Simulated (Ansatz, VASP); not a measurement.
## GaN: VASP beside Ansatz

```
Ga N
1.0
     0.00000    2.24895    2.24895
     2.25997    0.00000    2.24895
     2.25997    2.24895    0.00000
Ga N
1 1
Direct
  0.00000 0.00000 0.00000
  0.75000 0.75000 0.75000
```

Change from the starting cell: uniaxial_x strain +0.5%.

Alike in both runs: task single point; functional r2SCAN; k mesh 10 × 10 × 10; no spin polarisation.

|  | VASP | Ansatz |
| --- | --- | --- |
| version | VASP 6.6.1 | Ansatz 0.2.0 |
| potentials or method | VASP PAW PBE potentials, release 64 (Ga_d, N) | plane waves, PAW |
| plane-wave cutoff (eV) | 520 | 500 |
| occupations | gaussian, width 0.01 eV | fixed |
| valence electrons in the cell | 18 | 18 |

VASP gave:

```
gap on the k mesh at the Fermi level (eV)       : 2.12
pressure (GPa)                                  : 0.2
largest component of the traceless stress (GPa) : 0.43
```

**Question.** Estimate Ansatz's values.

**Answer.** gap on the k mesh at the Fermi level (eV): 2.13; pressure (GPa): -1.0; largest component of the traceless stress (GPa): 0.44.

Caveats: the PAW data sets were made with another functional, which shifts forces and pressure a little (VASP).
